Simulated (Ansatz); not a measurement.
HF on a (100) slab of Si (Fd-3m (No. 227)), 6 planes, outer planes Si (top) and Si (bottom), its top face closed with H on dimers, its bottom face closed with F, 1 a cell of 58.8 Å², relaxed and still whole (its atoms last):

```
CELL_PARAMETERS angstrom
7.66719 0.00000 0.00000
0.00000 7.66719 0.00000
0.00000 0.00000 27.92520
ATOMIC_POSITIONS crystal
Si 0.40651 0.25000 0.34034
Si 0.40651 0.75000 0.34034
Si 0.09349 0.25000 0.34034
Si 0.09349 0.75000 0.34034
Si 0.50000 0.50000 0.38887
Si 0.50000 0.00000 0.38887
Si 0.00000 0.50000 0.38887
Si 0.00000 0.00000 0.38887
Si 0.75000 0.50000 0.43741
Si 0.75000 0.00000 0.43741
Si 0.25000 0.50000 0.43741
Si 0.25000 0.00000 0.43741
Si 0.75166 0.74996 0.48356
Si 0.75002 0.25003 0.48348
Si 0.24971 0.74999 0.48834
Si 0.24916 0.25003 0.48822
Si 0.99185 0.74976 0.53535
Si 0.99060 0.25040 0.53495
Si 0.50936 0.74829 0.53443
Si 0.50819 0.25185 0.53463
Si 0.90866 0.00022 0.57827
Si 0.90826 0.49991 0.57843
Si 0.59456 0.00027 0.57635
Si 0.59364 0.50012 0.57830
H 0.97081 0.00258 0.62913
H 0.97620 0.49869 0.62880
H 0.52523 0.00021 0.62740
H 0.52426 0.49997 0.62853
F 0.48319 0.25003 0.28644
F 0.48314 0.75001 0.28644
F 0.01686 0.24996 0.28644
F 0.01684 0.75019 0.28644
F 0.26482 0.78781 0.63865
H 0.36273 0.86171 0.63477
```

These are results of DFT PBE+D3(BJ), scalar-relativistic, plane waves, PAW in Ansatz, not measurements. Cutoff 420 eV; k points 2×2×1 on the computed 34-atom cell (Γ-centred); Gaussian smearing, width 0.05 eV; no spin polarisation. A dipole correction removes the field between periodic images along c.

It binds with 0.23 eV a molecule against the clean slab and the free molecule (no zero-point or thermal terms); its shortest contact is H–H 1.65 Å. Take first-order desorption with no barrier to adsorption, no reaction on the face and an assumed prefactor of 10^13 s⁻¹.

(1) How long does a molecule stay at 573 K?

(2) Where does its peak lie in a desorption experiment heated at 5 K/s?

(3) Is this physisorption or chemisorption?

Results:

(1) τ = ν⁻¹·exp(E/k_BT) with k_BT = 0.0494 eV: E/k_BT = 4.7, so τ ≈ 1×10^-11 s. At about one hit a site a second (10⁻⁶ mbar) the coverage is near τ × 1 s⁻¹, so a layer needs more than atmospheric pressure.

(2) The peak obeys E/(k_B·T_p²) = (ν/β)·exp(−E/k_BT_p). Solving gives T_p ≈ 91 K (E/k_BT_p = 29.4). An error of 0.1 eV in E moves it by about 39 K, and larger molecules have larger prefactors, which lowers it.

(3) The tightest contact, H–Si 2.64 Å, is 1.86 times the sum of covalent radii, and deformation and lateral interaction add up to +0.01 eV; under 0.01 e cross the plane between them. This is physisorption.